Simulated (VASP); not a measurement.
Wanted: the native input for a VASP 6.6.1 run.

| Property | Result |
| --- | --- |
| Task | single point |
| Functional | PBEsol |
| Potentials or basis | VASP PAW PBE potentials, release 64 (Ti_pv, O) |
| Cutoff | 520 eV |
| k mesh | 10 × 10 × 8 |
| Occupations | gaussian, width 0.05 eV |
| Spin | no spin polarisation |
| Further INCAR settings | ALGO = Normal; EDIFF = 1e-06; NBANDS = 15 |

The structure of TiO lies in POSCAR:

```
TiO
3.031
    1.000000000000      0.000000000000      0.000000000000
   -0.500000000000      0.866025403794      0.000000000000
    0.000000000000      0.000000000000      1.068195315078
Ti O
1 1
Direct
    0.6666666667      0.3333333333      0.0000000000
    0.0000000000      0.0000000000      0.5000000000
```

These files were run (other wordings do the same):

INCAR

```
PREC     = Accurate       # precision mode
ENCUT    = 520            # plane-wave cutoff, eV
EDIFF    = 1E-6           # SCF threshold, eV
ISMEAR   = 0              # smearing method
SIGMA    = 0.05           # smearing width, eV
LREAL    = F              # projectors in reciprocal space
LASPH    = T              # aspherical terms in the spheres
NELM     = 60             # most SCF steps
ALGO     = Normal         # electronic algorithm
ISIF     = 2              # what is computed and relaxed
LWAVE    = F              # write WAVECAR
LCHARG   = F              # write CHGCAR
GGA      = PS             # functional
NBANDS   = 15             # bands
```

KPOINTS

```
Automatic mesh
0
Gamma
  10 10 8
```

Potentials or basis: VASP PAW PBE potentials, release 64 (Ti_pv, O).

Run with:

```sh
$ cat potpaw_PBE.64/Ti_pv/POTCAR potpaw_PBE.64/O/POTCAR > POTCAR
$ mpirun -np 1 vasp_std > vasp.out
```

Results of the run:

The pressure is -40.4 GPa. The band gap on the k mesh is none (metal or under the smearing width).

Caveat: a pressure of tens of GPa on the cell as given is suspect, and the run, the potentials or the cell itself is likely at fault; the PAW data sets were made with another functional, which shifts forces and pressure a little; semilocal functionals often make such compounds metallic where correlation or magnetic order opens a gap, which also shifts bond lengths.

Wall time 16 s on 1 thread of Intel(R) Xeon(R) Platinum 8488C (Sapphire Rapids) (shared host), peak memory 0.15 GiB.
